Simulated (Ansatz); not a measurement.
## AlN (C2)

Theory: DFT PBE, scalar-relativistic, plane waves, PAW (Ansatz).

Cutoff 420 eV; k points 12×12×8 on the computed 6-atom cell (Γ-centred); Gaussian smearing, width 0.10 eV; no spin polarisation.

The structure is relaxed at this level of theory with its symmetry kept, and needn't be the ground state of this composition.

```
CELL_PARAMETERS angstrom
1.70236 -5.51542 0.16931
1.70236 5.51542 0.16931
-0.07231 0.00000 4.81297
ATOMIC_POSITIONS crystal
Al 0.69584 0.64499 0.23586
Al 0.35501 0.30416 0.76414
Al 0.81543 0.18457 0.50000
N 0.65000 0.35000 0.50000
N 0.09430 0.90570 0.50000
N 0.38942 0.61058 0.50000
```

| Item | Value |
| --- | --- |
| Space group | C2 (No. 5) |
| Volume per atom | 15.09 Å³ |
| Formation energy from the elements' standard states (uncorrected) | +0.131 eV/atom |
| Kohn–Sham band gap | none (metal) |
| Density of states at the Fermi level | 0.7 states/eV per cell |
| Orbital (Löwdin) character within 0.5 eV of the Fermi level | Al 3p 43 %, N 2p 35 %, N 2s 9 %, Al 3s 9 %, unprojected 4 % |
| Bader charge by site (e) | Al (2 in the cell) 1.44, Al (1 in the cell) 2.32, N (1 in the cell) -1.50, N (1 in the cell) -1.27, N (1 in the cell) -2.44 |

Another cell of AlN relaxed alike, in P3m1, lies 1.49 eV/atom lower, so this cell isn't the stable form at this level.

The cell was found from a structure generator's guess, not taken from experiment. Löwdin shares on free-atom orbitals overweight diffuse shells.
